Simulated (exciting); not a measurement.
# Ru (P6_3/mmc) in exciting: a series of runs

Runs on Ru. Level: PBE. Tasks: band structure.

Program: exciting (release sodium). These are calculated values, not measurements. Logs are shortened: lines on timing, memory, paths and dates and some standing lists are left out, and cuts for length are marked.

## Step 1: Starting point

It takes space group P6_3/mmc (No. 194, hexagonal). The conventional cell has a = 2.706 Å, b = 2.706 Å, c = 4.282 Å, α = 90.00°, β = 90.00°, γ = 120.00°. Ru (site symmetry -6m2) is surrounded by 12 Ru at 2.65 to 2.71 Å.

## Step 2: Band structure, PBE

Input file input.xml:

```xml
<input>
  <title>Ru</title>
  <structure speciespath="./" tshift="false">
    <crystal scale="1">
      <basevect>5.113220948012 0.000000000000 0.000000000000</basevect>
      <basevect>-2.556610474006 4.428179236217 0.000000000000</basevect>
      <basevect>0.000000000000 0.000000000000 8.091618293035</basevect>
    </crystal>
    <species speciesfile="Ru.xml" rmt="2.3">
      <atom coord="0.666666666700 0.333333333300 0.750000000000"/>
      <atom coord="0.333333333300 0.666666666700 0.250000000000"/>
    </species>
  </structure>
  <groundstate do="fromscratch" ngridk="11 11 6" rgkmax="9" gmaxvr="14" lmaxapw="10" lmaxmat="10" lmaxvr="8" xctype="GGA_PBE" stype="Fermi Dirac" swidth="0.00183747" nempty="18" ValenceRelativity="iora*" epsengy="1e-05" epspot="1e-05" maxscl="60" outputlevel="high"/>
  <properties>
    <bandstructure>
      <plot1d>
        <path steps="80">
          <point coord="0 0 0" label="G"/>
          <point coord="0.5 0 0" label="M"/>
          <point coord="0.3333333333 0.3333333333 0" label="K"/>
          <point coord="0 0 0" label="G"/>
          <point coord="0 0 0.5" label="A"/>
          <point coord="0.5 0 0.5" label="L"/>
          <point coord="0.3333333333 0.3333333333 0.5" label="H"/>
          <point coord="0 0 0.5" label="A" breakafter="true"/>
          <point coord="0.5 0 0.5" label="L"/>
          <point coord="0.5 0 0" label="M" breakafter="true"/>
          <point coord="0.3333333333 0.3333333333 0" label="K"/>
          <point coord="0.3333333333 0.3333333333 0.5" label="H"/>
        </path>
      </plot1d>
    </bandstructure>
    <dos nwdos="300" winddos="-0.6 0.5" inttype="tetra" ngrdos="100" nsmdos="1" lmirep="true"/>
  </properties>
</input>
```

Potentials or basis: all-electron LAPW+lo, shipped species files, valence relativity iora*.

The run is started by

```sh
> OMP_NUM_THREADS=1 exciting_smp
```

INFO.OUT:

```text
================================================================================
EXCITING SODIUM started
[... 10 lines left out ...]

 Lattice vectors (cartesian) :
      5.1132209480      0.0000000000      0.0000000000
     -2.5566104740      4.4281792362      0.0000000000
      0.0000000000      0.0000000000      8.0916182930

 Reciprocal lattice vectors (cartesian) :
      1.2288116182      0.7094547185     -0.0000000000
      0.0000000000      1.4189094370      0.0000000000
      0.0000000000     -0.0000000000      0.7765054010

 Unit cell volume                           :     183.2125157621
 Brillouin zone volume                      :       1.3538933867

 Species :    1 (Ru)
     parameters loaded from                 :    Ru.xml
     name                                   :    ruthenium
     nuclear charge                         :     -44.00000000
     electronic charge                      :      44.00000000
     atomic mass                            :  184239.33920000
     muffin-tin radius                      :       2.30000000
     # of radial points in muffin-tin       :     400

     atomic positions (lattice) :
       1 :   0.66666667  0.33333333  0.75000000
       2 :   0.33333333  0.66666667  0.25000000

 Total number of atoms per unit cell        :       2

 Spin treatment                             :    spin-unpolarised

 Number of Bravais lattice symmetries       :      24
 Number of crystal symmetries               :      12

 k-point grid                               :      11   11    6
 Total number of k-points                   :      84
 k-point set is reduced with crystal symmetries

 R^MT_min * |G+k|_max (rgkmax)              :       9.00000000
 Species with R^MT_min                      :       1 (Ru)
 Maximum |G+k| for APW functions            :       3.91304348
 Maximum |G| for potential and density      :      14.00000000
 Polynomial order for pseudochg. density    :       9

 G-vector grid sizes                        :      24    24    40
 Total number of G-vectors                  :    8497

 Maximum angular momentum used for
     APW functions                          :      10
     computing H and O matrix elements      :      10
     potential and density                  :       8
     inner part of muffin-tin               :       2

 Total nuclear charge                       :     -88.00000000
 Total electronic charge                    :      88.00000000
 Total core charge                          :      56.00000000
 Total valence charge                       :      32.00000000

 Effective Wigner radius, r_s               :       0.79212664

 Number of empty states                     :      18
 Total number of valence states             :      35

 Maximum Hamiltonian size                   :     222
 Maximum number of plane-waves              :     196
 Total number of local-orbitals             :      26

 Exchange-correlation type                  :      20
[... 13 lines left out ...]
* Groundstate module started                                                   *
********************************************************************************
 Output level for this task is set to high

++++++++++++++++++++++++++++++++++++++++++++++++++++++++++++++++++++++++++++++++
[... 5 lines left out ...]
+ SCF iteration number :    1                                                  +
++++++++++++++++++++++++++++++++++++++++++++++++++++++++++++++++++++++++++++++++
 Total energy                               :     -9043.78842868
 _______________________________________________________________
 Fermi energy                               :         0.55163514
 Kinetic energy                             :      9441.97332948
 Coulomb energy                             :    -18218.60381979
 Exchange energy                            :      -262.46169353
 Correlation energy                         :        -4.69624484
 Sum of eigenvalues                         :     -5385.13721311
 Effective potential energy                 :    -14827.11054258
 Coulomb potential energy                   :    -14478.73718060
 xc potential energy                        :      -348.37336198
 Hartree energy                             :      2764.36708633
 Electron-nuclear energy                    :    -20007.47135327
 Nuclear-nuclear energy                     :      -975.49955286
 Madelung energy                            :    -10979.23522949
 Core-electron kinetic energy               :         0.00000000
[... 480 lines left out ...]
 Electron charges :
     core                                   :        56.00000000
     core leakage                           :         0.00000098
     valence                                :        32.00000000
     interstitial                           :         3.86765554
     charge in muffin-tin spheres :
                  atom     1    Ru          :        42.06617223
                  atom     2    Ru          :        42.06617223
     total charge in muffin-tins            :        84.13234446
     total charge                           :        88.00000000

 RMS change in effective potential (target) :  0.887699E-08  ( 0.100000E-04)
 Absolute change in total energy   (target) :  0.279610E-05  ( 0.100000E-04)
 Charge distance                   (target) :  0.202616E-08  ( 0.100000E-04)

++++++++++++++++++++++++++++++++++++++++++++++++++++++++++++++++++++++++++++++++
| Convergency criteria checked for the last 2 iterations                       +
| Convergence targets achieved. Performing final SCF iteration                 +
++++++++++++++++++++++++++++++++++++++++++++++++++++++++++++++++++++++++++++++++
 Total energy                               :     -9063.71844958
 _______________________________________________________________
 Fermi energy                               :         0.50704607
 Kinetic energy                             :      9429.93025778
 Coulomb energy                             :    -18225.94333372
 Exchange energy                            :      -263.01373115
 Correlation energy                         :        -4.69164249
 Sum of eigenvalues                         :     -5392.22598892
 Effective potential energy                 :    -14822.15624670
 Coulomb potential energy                   :    -14473.06140389
 xc potential energy                        :      -349.09484281
 Hartree energy                             :      2777.38237697
 Electron-nuclear energy                    :    -20027.82615784
 Nuclear-nuclear energy                     :      -975.49955286
 Madelung energy                            :    -10989.41263178
 Core-electron kinetic energy               :         0.00000000

 DOS at Fermi energy (states/Ha/cell)       :        56.27512778

 Electron charges :
     core                                   :        56.00000000
     core leakage                           :         0.00000098
     valence                                :        32.00000000
     interstitial                           :         3.86765550
     charge in muffin-tin spheres :
                  atom     1    Ru          :        42.06617225
                  atom     2    Ru          :        42.06617225
     total charge in muffin-tins            :        84.13234450
     total charge                           :        88.00000000

++++++++++++++++++++++++++++++++++++++++++++++++++++++++++++++++++++++++++++++++
[... 9 lines left out ...]
| EXCITING SODIUM stopped                                                      =
================================================================================
```

EVALCORE.OUT:

```text
Species :    1 (Ru), atom :    1
 n =  1, l =  0, k =  1 :   -805.1559161
 n =  2, l =  0, k =  1 :   -115.2130514
 n =  2, l =  1, k =  1 :   -106.4088462
 n =  2, l =  1, k =  2 :   -101.5974097
 n =  3, l =  0, k =  1 :   -19.77665233
 n =  3, l =  1, k =  1 :   -16.36174425
 n =  3, l =  1, k =  2 :   -15.54521095
 n =  3, l =  2, k =  2 :   -9.503387520
 n =  3, l =  2, k =  3 :   -9.344271923

Species :    1 (Ru), atom :    2
 n =  1, l =  0, k =  1 :   -805.1559161
 n =  2, l =  0, k =  1 :   -115.2130514
 n =  2, l =  1, k =  1 :   -106.4088462
 n =  2, l =  1, k =  2 :   -101.5974097
 n =  3, l =  0, k =  1 :   -19.77665233
 n =  3, l =  1, k =  1 :   -16.36174425
 n =  3, l =  1, k =  2 :   -15.54521095
 n =  3, l =  2, k =  2 :   -9.503387520
 n =  3, l =  2, k =  3 :   -9.344271923
```

It took 91 s on 1 thread of Arm Neoverse V2, shared host; peak memory 0.12 GiB.

What came out:

* Free energy: -246636.3603 eV
* Band gap on the k mesh: none (metal or under the smearing width)
* All electrons inside the program's atomic spheres: Ru 42.07 (radii Ru 2.3 bohr)

Levels at the corners of the path, in eV from the Fermi level:
```csv
point,band 14,band 15,band 16,band 17,band 18,band 19
Γ,-1.85,-1.85,-1.32,-1.32,1.25,1.25
M,-1.72,-1.45,1.50,1.92,1.99,4.15
K,-2.78,-1.01,1.08,1.08,1.51,7.12
Γ,-1.85,-1.85,-1.32,-1.32,1.25,1.25
A,-2.70,-2.65,-2.65,0.62,0.62,0.62
L,-0.99,0.52,0.52,1.76,1.76,3.47
H,-2.65,-1.12,-1.12,1.30,1.30,8.56
A,-2.70,-2.65,-2.65,0.62,0.62,0.62
L,-0.99,0.52,0.52,1.76,1.76,3.47
M,-1.72,-1.45,1.50,1.92,1.99,4.15
K,-2.78,-1.01,1.08,1.08,1.51,7.12
H,-2.65,-1.12,-1.12,1.30,1.30,8.56
```

States per cell in windows of 1 eV (zero at the Fermi level; states under -8 eV left out):
```csv
from (eV),total,Ru1 d,Ru2 d,Ru1 p,Ru2 p,Ru1 s,Ru2 s
-8.0,0.08,0.00,0.00,0.00,0.00,0.02,0.02
-7.0,0.41,0.06,0.06,0.01,0.01,0.05,0.05
-6.0,2.84,0.80,0.80,0.04,0.04,0.12,0.12
-5.0,2.37,0.77,0.77,0.05,0.05,0.05,0.05
-4.0,2.32,0.81,0.81,0.05,0.05,0.02,0.02
-3.0,3.25,1.23,1.23,0.06,0.06,0.02,0.02
-2.0,2.90,1.10,1.10,0.07,0.07,0.02,0.02
-1.0,1.76,0.70,0.70,0.04,0.04,0.01,0.01
0.0,1.82,0.80,0.80,0.02,0.02,0.00,0.00
1.0,3.18,1.46,1.46,0.02,0.02,0.01,0.01
2.0,0.55,0.19,0.19,0.02,0.02,0.01,0.01
3.0,0.51,0.14,0.14,0.04,0.04,0.01,0.01
4.0,0.46,0.11,0.11,0.04,0.04,0.01,0.01
5.0,0.41,0.09,0.09,0.04,0.04,0.01,0.01
6.0,0.43,0.08,0.08,0.05,0.05,0.01,0.01
7.0,0.43,0.07,0.07,0.05,0.05,0.02,0.02
```

Caveat: the log's total energy holds no entropy term; the free energy is that total less TS from the occupations.

## Step 3: Band structure, PBE, spin-orbit coupling, no magnetisation

input.xml: that of step 2 with these lines changed.

```diff
@@ -13,3 +13,5 @@
   </structure>
-  <groundstate do="fromscratch" ngridk="11 11 6" rgkmax="9" gmaxvr="14" lmaxapw="10" lmaxmat="10" lmaxvr="8" xctype="GGA_PBE" stype="Fermi Dirac" swidth="0.00183747" nempty="18" ValenceRelativity="iora*" epsengy="1e-05" epspot="1e-05" maxscl="60" outputlevel="high"/>
+  <groundstate do="fromscratch" ngridk="8 8 5" rgkmax="9" gmaxvr="14" lmaxapw="10" lmaxmat="10" lmaxvr="8" xctype="GGA_PBE" stype="Fermi Dirac" swidth="0.00183747" nempty="28" ValenceRelativity="iora*" epsengy="1e-05" epspot="1e-05" maxscl="60" outputlevel="normal">
+    <spin spinorb="true"/>
+  </groundstate>
   <properties>
@@ -33,3 +35,33 @@
     </bandstructure>
-    <dos nwdos="300" winddos="-0.6 0.5" inttype="tetra" ngrdos="100" nsmdos="1" lmirep="true"/>
+    <dos nwdos="300" winddos="-0.6 0.5" inttype="tetra" ngrdos="100" nsmdos="0" lmirep="true"/>
+    <chargedensityplot>
+      <plot3d>
+        <box grid="14 14 22">
+          <origin coord="0 0 0"/>
+          <point coord="1 0 0"/>
+          <point coord="0 1 0"/>
+          <point coord="0 0 1"/>
+        </box>
+      </plot3d>
+    </chargedensityplot>
+    <elfplot>
+      <plot3d>
+        <box grid="14 14 22">
+          <origin coord="0 0 0"/>
+          <point coord="1 0 0"/>
+          <point coord="0 1 0"/>
+          <point coord="0 0 1"/>
+        </box>
+      </plot3d>
+    </elfplot>
+    <exccplot>
+      <plot3d>
+        <box grid="14 14 22">
+          <origin coord="0 0 0"/>
+          <point coord="1 0 0"/>
+          <point coord="0 1 0"/>
+          <point coord="0 0 1"/>
+        </box>
+      </plot3d>
+    </exccplot>
   </properties>
```

Potentials or basis: all-electron LAPW+lo, shipped species files, valence relativity iora*.

The run is started by

```sh
> OMP_NUM_THREADS=1 exciting_smp
```

It took 4.3 min on 1 thread of Arm Neoverse V2, shared host; peak memory 0.19 GiB.

It converged, with:

```
Band gap on the k mesh                            : none (metal or under the smearing width)
All electrons inside the program's atomic spheres : Ru 42.07 (radii Ru 2.3 bohr)
```

Levels at the corners of the path, in eV from the Fermi level:
| point | band 29 | band 30 | band 31 | band 32 | band 33 | band 34 | band 35 | band 36 |
| --- | --- | --- | --- | --- | --- | --- | --- | --- |
| Γ | -1.77 | -1.77 | -1.43 | -1.43 | -1.29 | -1.28 | 1.11 | 1.11 |
| M | -1.50 | -1.50 | 1.45 | 1.45 | 1.80 | 1.80 | 1.99 | 1.99 |
| K | -1.05 | -1.05 | 0.95 | 0.95 | 1.09 | 1.09 | 1.46 | 1.46 |
| Γ | -1.77 | -1.77 | -1.43 | -1.43 | -1.29 | -1.28 | 1.11 | 1.11 |
| A | -2.62 | -2.62 | -2.62 | -2.62 | 0.53 | 0.53 | 0.53 | 0.53 |
| L | 0.46 | 0.46 | 0.46 | 0.46 | 1.71 | 1.71 | 1.71 | 1.71 |
| H | -1.28 | -1.28 | -1.07 | -1.07 | 1.22 | 1.22 | 1.27 | 1.27 |
| A | -2.62 | -2.62 | -2.62 | -2.62 | 0.53 | 0.53 | 0.53 | 0.53 |
| L | 0.46 | 0.46 | 0.46 | 0.46 | 1.71 | 1.71 | 1.71 | 1.71 |
| M | -1.50 | -1.50 | 1.45 | 1.45 | 1.80 | 1.80 | 1.99 | 1.99 |
| K | -1.05 | -1.05 | 0.95 | 0.95 | 1.09 | 1.09 | 1.46 | 1.46 |
| H | -1.28 | -1.28 | -1.07 | -1.07 | 1.22 | 1.22 | 1.27 | 1.27 |

States per cell in windows of 1 eV (zero at the Fermi level; states under -8 eV left out):
```
from (eV)  total  Ru2 d  Ru1 d  Ru1 p  Ru2 p  Ru1 s  Ru2 s
     -8.0   0.08   0.00   0.00   0.00   0.00   0.02   0.02
     -7.0   0.50   0.09   0.09   0.01   0.01   0.05   0.05
     -6.0   2.90   0.83   0.83   0.04   0.04   0.12   0.12
     -5.0   2.39   0.77   0.77   0.05   0.05   0.05   0.05
     -4.0   2.38   0.84   0.84   0.05   0.05   0.02   0.02
     -3.0   3.41   1.28   1.28   0.07   0.07   0.02   0.02
     -2.0   2.70   1.02   1.02   0.06   0.06   0.01   0.01
     -1.0   1.85   0.74   0.74   0.04   0.04   0.01   0.01
      0.0   1.96   0.87   0.87   0.02   0.02   0.01   0.01
      1.0   3.05   1.40   1.40   0.02   0.02   0.01   0.01
      2.0   0.49   0.17   0.17   0.02   0.02   0.01   0.01
      3.0   0.54   0.16   0.16   0.04   0.04   0.02   0.02
      4.0   0.45   0.11   0.11   0.04   0.04   0.01   0.01
      5.0   0.42   0.09   0.09   0.04   0.04   0.01   0.01
      6.0   0.44   0.08   0.08   0.05   0.05   0.01   0.01
      7.0   0.42   0.07   0.07   0.05   0.05   0.02   0.02
```

Caveat: total energies with spin-orbit coupling aren't reliable in this program, so none is listed and the log's shouldn't be used.
